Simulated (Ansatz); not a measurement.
V:

```
CELL_PARAMETERS angstrom
-1.37772 1.64119 1.64793
1.50498 -1.49126 1.62526
1.27255 1.38609 -1.49800
ATOMIC_POSITIONS crystal
V 0.00000 0.00000 0.00000
```

The cell isn't the ideal one: cell sheared at random, sigma 0.1, atoms nudged by 0.01 Å.

Base run:

```yaml
Program: Ansatz 0.2.0
Functional: PBE
Potentials_or_basis: Ansatz PAW
Cutoff: "420 eV (not typed: the program's choice for these potentials)"
k_mesh: 9 × 10 × 11
Occupations: fermi-dirac, width 0.05 eV
Spin: collinear spin, ferromagnetic start
Starting_moments: "[0.5] μB"
Fixed_moment: 0.5 μB
```

Its results: pressure -0.1 GPa; site moments V +0.36 μB.

Problem. The run is repeated on the same cell with these changes: fixed moment from 0.5 μB to 1 μB; moments at the start from [0.5] to [1.0]. What comes out?

Solution. Pressure 4.1 GPa; site moments V +0.73 μB.

Caveats: the total moment is fixed, so each spin has its own Fermi level; the thresholds are loose for stress.
